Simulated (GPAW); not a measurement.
Runs of GPAW 26.7.0 on MgS (Niningerite). Symmetry: Fm-3m, No. 225, cubic system. Conventional cell: a = 5.203 Å, b = 5.203 Å, c = 5.203 Å, α = 90.00°, β = 90.00°, γ = 90.00°. Around S (site symmetry m-3m) lie 6 Mg at 2.60 Å. Around Mg (site symmetry m-3m) lie 6 S at 2.60 Å. 

```tsv
task	level	potentials or basis	cell	k mesh	cutoff (eV)	smearing	response ecut	maxiter	response k mesh	response bands	kernels	mesh quality	gap on the mesh (eV)	pressure (GPa)	relaxed volume (Å³/atom)
dielectric tensor	PBEsol	PAW data sets generated in the run's folder for this functional, pw	as given	7 × 7 × 7	600	fermi-dirac 0.001 eV	80 eV	150	22 × 22 × 22	28	["RPA", "LR0.3", "Bootstrap"]	not flagged	2.93	-	-
single point	PBEsol	PAW data sets generated in the run's folder for this functional, pw	as given	7 × 7 × 7	600	fermi-dirac 0.05 eV	-	120	-	-	-	not flagged	2.93	-0.9	-
relaxation of cell and atoms	PBEsol+D4	PAW data sets generated in the run's folder for this functional, pw	relaxed	9 × 9 × 9	800	fermi-dirac 0.05 eV	-	150	-	-	-	not flagged	2.91	0.1	17.07
dielectric tensor	LDA	the program's PAW data sets (release 1.2.1) made for this functional, pw	as given	7 × 7 × 7	600	fermi-dirac 0.001 eV	80 eV	150	22 × 22 × 22	28	["RPA", "LR0.1", "ALDA"]	not flagged	2.78	-	-
relaxation of cell and atoms	PBEsol	PAW data sets generated in the run's folder for this functional, pw	relaxed	9 × 9 × 9	800	fermi-dirac 0.05 eV	-	150	-	-	-	not flagged	2.87	0.0	17.40
relaxation of cell and atoms	PBEsol+D3(BJ)+ATM	PAW data sets generated in the run's folder for this functional, pw	relaxed	9 × 9 × 9	800	fermi-dirac 0.05 eV	-	150	-	-	-	not flagged	2.93	0.1	16.84
relaxation of cell and atoms	PBEsol+D3	PAW data sets generated in the run's folder for this functional, pw	relaxed	9 × 9 × 9	800	fermi-dirac 0.05 eV	-	150	-	-	-	not flagged	(a)	0.0	17.13
relaxation of cell and atoms	PBEsol+D3(BJ)	PAW data sets generated in the run's folder for this functional, pw	relaxed	9 × 9 × 9	800	fermi-dirac 0.05 eV	-	150	-	-	-	not flagged	(b)	0.2	16.74
single point	LDA	the program's PAW data sets (release 1.2.1) made for this functional, pw	as given	7 × 7 × 7	600	fermi-dirac 0.05 eV	-	120	-	-	-	not flagged	2.78	-3.3	-
single point	r2SCAN	GPAW PAW data sets (gpaw-data 1.2.1), newer versions, pw	as given	7 × 7 × 7	650	fermi-dirac 0.05 eV	-	120	-	-	-	not flagged	3.70	0.1	-
```

Alike in all rows: no spin polarisation.

**Question.** Estimate the missing entries.

**Answer.** (a) 2.90; (b) 2.95.

Caveats: an odd mesh through Γ misses points on the zone boundary, where band edges often lie (some runs); later steps reuse the first step's grids (some runs); the cutoff is short for stress and forces, so pressures can be off by a GPa or more (some runs); the long-wavelength limit can be off by a per cent or two (some runs); the PAW data sets were made with another functional, which shifts forces and pressure a little (some runs).

Runs at the PBE level aren't shown here.
